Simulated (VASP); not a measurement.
Write the native input for VASP 6.6.1 that does the following.

* Task: relaxation of cell and atoms
* Functional: PBEsol
* Potentials or basis: VASP PAW PBE potentials, release 64 (Sn_d)
* Cutoff: 600 eV
* k mesh: 16 × 16 × 16
* Occupations: methfessel-paxton, width 0.1 eV
* Spin: no spin polarisation
* Further INCAR settings: ALGO = Normal; EDIFF = 1e-06; IBRION = 2; EDIFFG = -0.01; NSW = 90; ISIF = 3

The structure of Sn lies in POSCAR:

```
Sn
1.0
   -2.9196440750      2.9196440750      1.5938000000
    2.9196440750     -2.9196440750      1.5938000000
    2.9196440750      2.9196440750     -1.5938000000
Sn
2
Direct
    0.0000000000      0.0000000000      0.0000000000
    0.7500000000      0.2500000000      0.5000000000
```

These files were run (other wordings do the same):

INCAR

```
SYSTEM = Sn
ALGO = Normal ; EDIFF = 1E-6
EDIFFG = -0.01 ; ENCUT = 600
GGA = PS ; IBRION = 2
ISIF = 3 ; ISMEAR = 1
LASPH = .TRUE. ; LCHARG = .FALSE.
LREAL = .FALSE. ; LWAVE = .FALSE.
NELM = 80 ; NSW = 90
PREC = Accurate ; SIGMA = 0.1
```

KPOINTS

```
k-points
0
G
  16 16 16
  0 0 0
```

Potentials or basis: VASP PAW PBE potentials, release 64 (Sn_d).

Command:

```bash
$ cat potpaw_PBE.64/Sn_d/POTCAR > POTCAR
$ mpirun -np 1 vasp_std > vasp.out
```

Results of the run:

The relaxed volume is 26.85 Å³/atom. The relaxed cell is a = 4.419 Å, b = 4.419 Å, c = 4.419 Å, α = 97.30°, β = 97.30°, γ = 138.22° and the space group after relaxing (to 0.05 Å) is I4_1/amd (No. 141). The energy gained by relaxing is 1.1 meV/atom. The ionic steps are 7, the pressure after relaxing is 0.0 GPa and the band gap on the k mesh is none (metal or under the smearing width).

Caveat: the PAW data sets were made with another functional, which shifts forces and pressure a little.

Run time: 8.4 min on 1 thread of Intel(R) Xeon(R) 6975P-C (Granite Rapids) (shared host), peak memory 0.49 GiB.
